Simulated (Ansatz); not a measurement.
**The polar optical mode of MgO, worked through**

Level of theory: Ansatz 0.2.0, DFT LDA, scalar-relativistic, plane waves, PAW. Cutoff 420 eV, 10×10×10 k-points (Γ-centred), fixed occupations. No spin polarisation. Phonons by linear response, acoustic sum rule imposed.

Relaxed structure:
Space group Fm-3m (No. 225). a = 4.159 Å, b = 4.159 Å, c = 4.159 Å, α = 90.00°, β = 90.00°, γ = 90.00°
```tsv
atom	site	symmetry	x	y	z
Mg	4a	m-3m	0.0000	0.0000	0.0000
O	4b	m-3m	0.5000	0.0000	0.0000
```

Linear response gives ν_TO = 408.5 cm⁻¹, Born charges ±1.967 e (positive on Mg) and ε∞ = 3.183. The primitive cell holds 17.986 Å³, and the masses are 24.305 and 15.999 amu.

Question: Find ν_LO and the static dielectric constant.

Answer: The long-wave field adds a restoring force: ω_LO² − ω_TO² = Z*²e²/(ε_vac ε∞ μV). In these units ν_LO² − ν_TO² = 4.92064×10⁷ Z*²/(μ V ε∞) cm⁻², with μ = m₁m₂/(m₁ + m₂) = 9.648 amu: 344698 cm⁻². So ν_LO = √(408.5² + 344698) = 715.2 cm⁻¹, and the run gives 715.2. Lyddane–Sachs–Teller then gives ε0 = ε∞ (ν_LO/ν_TO)² = 9.76, against 9.76 in the run (it forms both from the same three quantities, so the match checks the arithmetic only). Between ν_TO and ν_LO the dielectric function is negative and an undamped crystal reflects fully: a reststrahlen band from 14.0 to 24.5 μm.

Question: What do the Clausius–Mossotti polarisability and the Szigeti charge come to?

Answer: With the Lorentz local field, α = (3V/4π)(ε∞ − 1)/(ε∞ + 2) = 1.81 Å³ for the pair, and e_S = 3Z*/(ε∞ + 2) = 1.14 e. The Born charge includes the electrons' response to the dipole's own local field, and e_S takes that enhancement out. The Lorentz field assumes point-like polarisable ions, a fair picture at this small ε∞.

Question: How strongly does a slow electron couple to the LO mode?

Answer: For one isotropic parabolic band, Fröhlich's constant is α_F = (1/ε∞ − 1/ε0) √(m* Ry/ħω_LO), with Ry = 13.606 eV, ħω_LO = 88.7 meV and m* in free-electron masses: α_F = 0.2117 × 12.39 × √m* = 2.62 √m*. The band mass isn't part of this run; for m* = 0.1, 0.3 and 1 it gives 0.83, 1.44, 2.62. In weak coupling the polaron lies α_F ħω_LO below the band edge (127 meV at m* = 0.3) with a mass m*(1 + α_F/6); past α_F of about 5 or 6 that expansion fails. A semilocal functional's ε∞ tends to be too large, which taken alone lowers α_F.

Cost: 1 run of about 0.067 core-minutes, on AMD EPYC 9R45 (Zen 5) (shared hosts).

The Born charge of 1.967 e lies close to the formal divalent value, as expected for a strongly ionic oxide in which ionic displacement causes little net charge transfer beyond the nominal charges. Large charges, light ions, a small cell and weak electronic screening together lift the LO mode from 408.5 to 715.2 cm⁻¹. Most of the static dielectric constant therefore comes from the lattice, without the soft mode that drives it in incipient ferroelectrics. The smaller Szigeti charge doesn't make magnesium monovalent: it is a dynamical quantity, lowered by the distortion of the electron shells as neighbouring ions overlap. The lattice constant is slightly short, the usual LDA overbinding, which probably stiffens the TO mode somewhat.

For electrons in the dispersive, s-like conduction band, the coupling suggests a large polaron rather than a self-trapped one. The estimate doesn't carry over to holes, whose O 2p bands are flatter and degenerate, and where short-range lattice distortion can matter as much as the long-range field.
